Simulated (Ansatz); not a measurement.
## Relaxing antimony (simple cubic)

Level of theory: Ansatz 0.2.0, DFT, PBE, plane waves (420 eV) with PAW, scalar-relativistic.

k-point mesh 10×10×10, Fermi-Dirac smearing 0.1 eV, no spin polarisation. Cell and atoms relax.

Starting structure:

```
Sb
1.0
     3.08488    0.00000    0.00000
     0.00000    3.08488    0.00000
     0.00000    0.00000    3.08488
Sb
1
Direct
  0.00000 0.00000 0.00000
```

Q: What cell does the relaxation end in?

A: Pm-3m with a = 3.106 Å; 29.96 Å³ per atom against 29.36 at the start (2.0 %).

Q: How much energy does the relaxation gain?

A: 2.1 meV per atom.

Path of the relaxation (the plane waves are chosen anew near the end, which can shift the energy a little):

```csv
step,E − E(final) (meV/atom),V (Å³/atom),P (GPa),max force (eV/Å)
0,2.09,29.357,1.17,0.000
1,0.72,30.253,-0.56,0.000
2,0.12,29.956,-0.02,0.000
3,0.00,29.956,-0.02,0.000
```
